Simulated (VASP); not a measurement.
# GaS (P6_3/mmc) in VASP: a series of runs

The runs below take GaS through G0W0 quasiparticle levels, elastic constants, phonons, with PBE, PBE+D3(BJ), LDA.

All numbers are computed with VASP 6.6.1; they aren't measurements. Logs are shortened: lines on timing, memory, paths and dates and some standing lists are left out, and cuts for length are marked.

**What was measured.**

“Vapor-liquid-solid growth of highly-mismatched semiconductor nanowires with high-fidelity van der Waals layer stacking”, 2022, arxiv:2211.03366 quotes, for a bulk crystal of GaS at 300 K: band gap 2.53 eV (indirect).

The runs below are set against these values where they give the same quantity.

### Step 1. The crystal as given

It takes space group P6_3/mmc (No. 194, hexagonal). Conventional cell: a = 3.588 Å, b = 3.588 Å, c = 15.423 Å, α = 90.00°, β = 90.00°, γ = 120.00°. Around Ga (site symmetry 3m) lie 3 S at 2.34 Å and 1 Ga at 2.45 Å. S (site symmetry 3m) is surrounded by 3 Ga at 2.34 Å.

### Step 2. G0W0 quasiparticle levels, PBE

POSCAR

```
GaS                                     
1.0
    3.5882434149      0.0000000000      0.0000000000
   -1.7941217074      3.1075099523     -0.0000000000
    0.0000000000     -0.0000000000     15.4227830797
  Ga              S             
     4     4
Direct
     0.3333333332999970    0.6666666667000030    0.1706260018430349
     0.6666666667000030    0.3333333332999970    0.6706260018430349
     0.3333333332999970    0.6666666667000030    0.3293739981569652
     0.6666666667000030    0.3333333332999970    0.8293739981569651
     0.3333333332999970    0.6666666667000030    0.5999602088974968
     0.6666666667000030    0.3333333332999970    0.0999602088974968
     0.3333333332999970    0.6666666667000030    0.9000397911025032
     0.6666666667000030    0.3333333332999970    0.4000397911025033
```

INCAR.step1

```
SYSTEM = GaS
PREC = Accurate ; ENCUT = 500
EDIFF = 1E-8 ; ISMEAR = 0
SIGMA = 0.01 ; LREAL = .False.
LASPH = .True. ; NELM = 80
ALGO = Fast ; LWAVE = .True.
LCHARG = .False. ; GGA = PE
KPAR = 4
```

INCAR.step2

```
SYSTEM = GaS
PREC = Accurate ; ENCUT = 500
EDIFF = 1E-8 ; ISMEAR = 0
SIGMA = 0.01 ; LREAL = .False.
LASPH = .True. ; NELM = 1
ALGO = Exact ; LWAVE = .True.
LCHARG = .False. ; GGA = PE
KPAR = 4 ; NBANDS = 685
LOPTICS = .True. ; ISTART = 1
```

INCAR.step3

```
SYSTEM = GaS
PREC = Accurate ; ENCUT = 500
EDIFF = 1E-8 ; ISMEAR = 0
SIGMA = 0.01 ; LREAL = .False.
LASPH = .True. ; ALGO = EVGW0
LWAVE = .False. ; LCHARG = .False.
GGA = PE ; KPAR = 4
NELMGW = 1 ; NBANDS = 685
ENCUTGW = 150 ; NOMEGA = 48
PRECFOCK = Fast ; ISTART = 1
NBANDSGW = 46
```

KPOINTS

```
regular mesh
0
Gamma
  6 6 1
  0 0 0
```

Potentials or basis: VASP PAW PBE potentials, release 64 (Ga_d_GW, S_GW).

Command:

```
> cat potpaw_PBE.64/Ga_d_GW/POTCAR potpaw_PBE.64/S_GW/POTCAR > POTCAR
> cp INCAR.step1 INCAR
> mpirun -np 4 vasp_std > vasp.out
> cp INCAR.step2 INCAR
> mpirun -np 4 vasp_std > vasp.out
> cp INCAR.step3 INCAR
> mpirun -np 4 vasp_std > vasp.out
```

OUTCAR:

```text
SYSTEM = GaS
   PREC = Accurate
   ENCUT = 500
   EDIFF = 1E-8
   ISMEAR = 0
   LREAL = .False.
   LASPH = .True.
   GGA = PE
   NELMGW = 1
   ENCUTGW = 150
   PRECFOCK = Fast
   ISTART = 1

 ion  position               nearest neighbor table
   1  0.333  0.667  0.171-   6 2.34   6 2.34   6 2.34   3 2.45
   2  0.667  0.333  0.671-   5 2.34   5 2.34   5 2.34   4 2.45
   3  0.333  0.667  0.329-   8 2.34   8 2.34   8 2.34   1 2.45
   4  0.667  0.333  0.829-   7 2.34   7 2.34   7 2.34   2 2.45
   5  0.333  0.667  0.600-   2 2.34   2 2.34   2 2.34
   6  0.667  0.333  0.100-   1 2.34   1 2.34   1 2.34
   7  0.333  0.667  0.900-   4 2.34   4 2.34   4 2.34
   8  0.667  0.333  0.400-   3 2.34   3 2.34   3 2.34

  LATTYP: Found a hexagonal cell.
 ALAT       =     3.5882434149
 C/A-ratio  =     4.2981429341

  Lattice vectors:

 A1 = (   3.5882434149,   0.0000000000,   0.0000000000)
 A2 = (  -1.7941217074,   3.1075099523,   0.0000000000)
 A3 = (   0.0000000000,   0.0000000000,  15.4227830797)

Analysis of symmetry for initial positions (statically):
=====================================================================
 Subroutine PRICEL returns:
 Original cell was already a primitive cell.

 Routine SETGRP: Setting up the symmetry group for a
 hexagonal supercell.

 Subroutine GETGRP returns: Found 24 space group operations
 (whereof 12 operations were pure point group operations)
 out of a pool of 24 trial point group operations.

The static configuration has the point symmetry D_3d.
 The point group associated with its full space group is D_6h.

Analysis of symmetry for dynamics (positions and initial velocities):
=====================================================================
 Subroutine PRICEL returns:
 Original cell was already a primitive cell.

 Routine SETGRP: Setting up the symmetry group for a
 hexagonal supercell.

 Subroutine GETGRP returns: Found 24 space group operations
 (whereof 12 operations were pure point group operations)
 out of a pool of 24 trial point group operations.

The dynamic configuration has the point symmetry D_3d.
 The point group associated with its full space group is D_6h.

 Subroutine INISYM returns: Found 24 space group operations
 (whereof 12 operations are pure point group operations),
 and found     1 'primitive' translations

----------------------------------------------------------------------------------------

                                     Primitive cell

  volume of cell :     171.9718

  direct lattice vectors                    reciprocal lattice vectors
     3.588243415  0.000000000  0.000000000     0.278687894  0.160900531  0.000000000
    -1.794121707  3.107509952  0.000000000     0.000000000  0.321801061  0.000000000
     0.000000000  0.000000000 15.422783080     0.000000000  0.000000000  0.064839141

  length of vectors
     3.588243415  3.588243415 15.422783080     0.321801061  0.321801061  0.064839141

  position of ions in fractional coordinates (direct lattice)
     0.333333333  0.666666667  0.170626002
     0.666666667  0.333333333  0.670626002
     0.333333333  0.666666667  0.329373998
     0.666666667  0.333333333  0.829373998
     0.333333333  0.666666667  0.599960209
     0.666666667  0.333333333  0.099960209
     0.333333333  0.666666667  0.900039791
     0.666666667  0.333333333  0.400039791

  ion indices of the primitive-cell ions
   primitive index   ion index
                 1           1
                 2           2
                 3           3
                 4           4
                 5           5
                 6           6
                 7           7
                 8           8

----------------------------------------------------------------------------------------

 KPOINTS: regular mesh

Automatic generation of k-mesh.
 Grid dimensions read from file:
 generate k-points for:    6    6    1

 Generating k-lattice:

  Cartesian coordinates                     Fractional coordinates (reciprocal lattice)
     0.046447982  0.026816755  0.000000000     0.166666667  0.000000000  0.000000000
     0.000000000  0.053633510  0.000000000     0.000000000  0.166666667  0.000000000
     0.000000000  0.000000000  0.064839141     0.000000000  0.000000000  1.000000000

  Length of vectors
     0.053633510  0.053633510  0.064839141

  Shift w.r.t. Gamma in fractional coordinates (k-lattice)
     0.000000000  0.000000000  0.000000000

 Subroutine IBZKPT returns following result:
 ===========================================

 Found      7 irreducible k-points:

 Following reciprocal coordinates:
            Coordinates               Weight
  0.000000  0.000000  0.000000      1.000000
  0.166667 -0.000000  0.000000      6.000000
  0.333333  0.000000  0.000000      6.000000
  0.500000  0.000000  0.000000      3.000000
  0.166667  0.166667  0.000000      6.000000
  0.333333  0.166667  0.000000     12.000000
  0.333333  0.333333  0.000000      2.000000
   k-points           NKPTS =      7   k-points in BZ     NKDIM =     36   number of bands    NBANDS=    685
   number of dos      NEDOS =    301   number of ions     NIONS =      8
   total plane-waves  NPLWV =  87808
   dimension x,y,z NGX =    28 NGY =   28 NGZ =  112
   dimension x,y,z NGXF=    56 NGYF=   56 NGZF=  224
   ions per type =               4   4
   NGX,Y,Z   is equivalent  to a cutoff of  12.97, 12.97, 12.07 a.u.
   NGXF,Y,Z  is equivalent  to a cutoff of  25.95, 25.95, 24.15 a.u.
 SYSTEM =  GaS
   PREC   = accura    normal or accurate (medium, high low for compatibility)
   ISTART =      1    job   : 0-new  1-cont  2-samecut
   ICHARG =      0    charge: 1-file 2-atom 10-const
   ISPIN  =      1    spin polarized calculation?
   LNONCOLLINEAR =      F non collinear calculations
   LSORBIT =      F    spin-orbit coupling
   LASPH  =      T    aspherical Exc in radial PAW
   ENCUT  =  500.0 eV  36.75 Ry    6.06 a.u.   6.54  6.54 28.12*2*pi/ulx,y,z
   NELM   =     60;   NELMIN=  2; NELMDL=  0     # of ELM steps
   EDIFF  = 0.1E-07   stopping-criterion for ELM
   LREAL  =      F    real-space projection
   EDIFFG = 0.1E-06   stopping-criterion for IOM
   NSW    =      0    number of steps for IOM
   IBRION =     -1    ionic relax: 0-MD 1-quasi-New 2-CG
   NFREE  =      0    steps in history (QN), initial steepest desc. (CG)
   ISIF   =      0    stress and relaxation
   ISYM   =      3    0-nonsym 1-usesym 2-fastsym
   POTIM  = 0.5000    time-step for ionic-motion
   TEBEG  =    0.0;   TEEND  =   0.0 temperature during run
   PSTRESS=    0.0 pullay stress
   NELECT =      76.0000    total number of electrons
   NUPDOWN=      -1.0000    fix difference up-down
   EMIN   =  10.00;   EMAX   =-10.00  energy-range for DOS
   EFERMI =   0.00;   METHOD = LEGACY
   ISMEAR =     0;   SIGMA  =   0.01  broadening in eV -4-tet -1-fermi 0-gaus
   EFERMI_NEDOS =   21; number of points for ismear=-14 and -15
   IALGO  =     38    algorithm
   IMIX   =      4    mixing-type and parameters
     AMIX     =   0.40;   BMIX     =  1.00
     AMIX_MAG =   1.60;   BMIX_MAG =  1.00
  volume/ion in A,a.u.               =      21.50       145.07
  Fermi-wavevector in a.u.,A,eV,Ry     =   1.246982  2.356455 21.156583  1.554965
  Thomas-Fermi vector in A             =   2.381135
   LORBIT       =      0    0 simple, 1 ext, 2 COOP (PROOUT), +10 PAW based schemes
   GGA     = PE    functional components
   LHFCALC =     T    Hartree Fock is set to
   PRECFOCK=fast      Normal, Fast or Accurate (Low or Medium for compatibility)
   ENCUT4O =  -1.0   cutoff for four orbital integrals eV
   NKREDX  =     1    reduce k-point grid by
   NKREDY  =     1    reduce k-point grid by
   NKREDZ  =     1    reduce k-point grid by
   AEXX    =    1.0000 exact exchange contribution
   HFSCREEN=    0.0000 screening length (either q_TF or 0.3 A-1)
   HFSCREENC=   0.0000 screening length for correlation (either q_TF or 0.3 A-1)
   ENCUTFOCK=  -1.0 apply spherical cutoff to Coloumb kernel
   IVDW    =     0    specifies the selected vdW correction
   LEPSILON=     F    determine dielectric tensor
   LRPA    =     F    only Hartree local field effects (RPA)
   LRPAFORCE           =     F    calculate RPA forces
   ENCUTGW             = 150.0    cutoff for response function in eV
   ENCUTGWSOFT         = 120.0    soft cutoff for Coulomb kernel in GW response function in eV
   ENCUTLF             =  -1.0    cutoff for local field effects
   NELMGW              =     1    number of iterations in solving QP/BSE equation
   NELMHF              =     1    number of iterations in the inner HF iteration
   NKREDLFX            =     1    NKREDLFY  =   1   NKREDLFZ  =   1
 non-spin polarized calculation
 Gauss-broadening in eV      SIGMA  =   0.01
  energy-cutoff  :      500.00
  volume of cell :      171.97
 maximum number of plane-waves:      4413
 NGX is ok and might be reduce to    28
  NGX = 16; NGY = 16; NGZ = 70
   NGX = 13   NGY = 13   NGZ = 57
 maximum number of plane-waves:       739

 QP shifts <psi_nk| G(iteration)W_0 |psi_nk>: iteration 1
 for sc-GW calculations column KS-energies equals QP-energies in previous step
 and V_xc(KS)=  KS-energies - (<T + V_ion + V_H > + <T+V_H+V_ion>^1  + <V_x>^1)

 k-point   1 :       0.0000    0.0000    0.0000
  band No.  KS-energies  QP-energies   sigma(KS)   V_xc(KS)     V^pw_x(r,r')   Z            occupation Imag(sigma)

      1     -11.0791     -13.5198     -24.6318     -21.0658     -34.1354       0.6844       2.0000       0.2623
      2     -11.0760     -13.5471     -24.7797     -21.1755     -34.3066       0.6856       2.0000       0.2474
      3     -10.9478     -13.5360     -25.4159     -21.6641     -35.0182       0.6899       2.0000       0.2260
      4     -10.9478     -13.5360     -25.4159     -21.6641     -35.0182       0.6899       2.0000       0.2260
      5     -10.9478     -13.5360     -25.4159     -21.6641     -35.0182       0.6899       2.0000       0.2260
      6     -10.9478     -13.5360     -25.4159     -21.6641     -35.0182       0.6899       2.0000       0.2260
[... 38 lines left out ...]
     45       8.6236       9.0529     -10.2666     -10.8282      -5.7185       0.7645       0.0000      -0.0862
     46       8.6236       9.0529     -10.2666     -10.8282      -5.7185       0.7645       0.0000      -0.0862

 k-point   2 :       0.1667   -0.0000    0.0000
  band No.  KS-energies  QP-energies   sigma(KS)   V_xc(KS)     V^pw_x(r,r')   Z            occupation Imag(sigma)

      1     -11.1124     -13.4256     -24.0635     -20.6651     -33.4921       0.6807       2.0000       0.3319
      2     -11.1037     -13.4717     -24.3272     -20.8589     -33.7931       0.6828       2.0000       0.3038
      3     -11.0171     -13.2842     -23.8774     -20.5433     -33.2434       0.6800       2.0000       0.3509
      4     -11.0025     -13.3356     -24.2128     -20.7923     -33.6252       0.6821       2.0000       0.3171
      5     -10.9993     -13.5595     -25.2205     -21.5133     -34.8113       0.6906       2.0000       0.2241
      6     -10.9948     -13.5598     -25.2470     -21.5352     -34.8402       0.6910       2.0000       0.2232
[... 38 lines left out ...]
     45       8.9288       9.2759     -10.0208     -10.4734      -5.5242       0.7670       0.0000      -0.0982
     46       8.9700       9.3981     -10.3765     -10.9413      -5.7285       0.7579       0.0000      -0.0970

 k-point   3 :       0.3333    0.0000    0.0000
  band No.  KS-energies  QP-energies   sigma(KS)   V_xc(KS)     V^pw_x(r,r')   Z            occupation Imag(sigma)

      1     -11.1950     -13.4439     -23.8207     -20.5018     -33.2406       0.6776       2.0000       0.3630
      2     -11.1859     -13.4640     -23.9611     -20.6055     -33.3982       0.6789       2.0000       0.3477
      3     -11.1214     -13.3589     -23.7823     -20.4853     -33.1672       0.6786       2.0000       0.3580
      4     -11.1108     -13.3793     -23.9351     -20.5985     -33.3384       0.6799       2.0000       0.3415
      5     -11.0047     -13.5837     -25.3464     -21.6041     -34.9598       0.6891       2.0000       0.2026
      6     -11.0047     -13.5837     -25.3464     -21.6041     -34.9598       0.6891       2.0000       0.2026
[... 188 lines left out ...]
     45       8.7293       9.0167      -9.9106     -10.2860      -5.4555       0.7655       0.0000      -0.1003
     46       8.7965       9.0751      -9.8308     -10.1953      -5.3632       0.7642       0.0000      -0.1030

 k-point   7 :       0.3333    0.3333    0.0000
  band No.  KS-energies  QP-energies   sigma(KS)   V_xc(KS)     V^pw_x(r,r')   Z            occupation Imag(sigma)

      1     -11.2210     -13.4658     -23.8897     -20.5679     -33.3357       0.6758       2.0000       0.3567
      2     -11.2210     -13.4658     -23.8897     -20.5679     -33.3357       0.6758       2.0000       0.3567
      3     -11.1563     -13.3950     -23.8701     -20.5616     -33.2838       0.6767       2.0000       0.3487
      4     -11.1563     -13.3950     -23.8701     -20.5616     -33.2838       0.6767       2.0000       0.3487
      5     -10.9987     -13.5995     -25.3785     -21.6303     -34.9982       0.6939       2.0000       0.1994
      6     -10.9987     -13.5995     -25.3785     -21.6303     -34.9982       0.6939       2.0000       0.1994
[... 38 lines left out ...]
     45       8.3500       8.5397      -8.8183      -9.0639      -4.4894       0.7722       0.0000      -0.0961
     46       9.6270       9.9579     -10.0844     -10.5251      -5.2511       0.7508       0.0000      -0.1484
```

Wall time 29 min (4 MPI ranks of Intel Xeon 6975P-C (Granite Rapids), shared host); peak memory 3.8 GiB.

Results:

```yaml
Band_gap_on_the_k_mesh_mean-field_level: 1.54 eV, indirect (least direct gap 1.65 eV)
Quasiparticle_gap: 2.39 eV
Least_direct_quasiparticle_gap: 2.81 eV
```

Caveat: bands, screening cutoff and mesh are small and nothing is extrapolated, so the quasiparticle values aren't converged; an odd mesh through Γ misses points on the zone boundary, where band edges often lie.

(Part 1 of 2 ends here.)
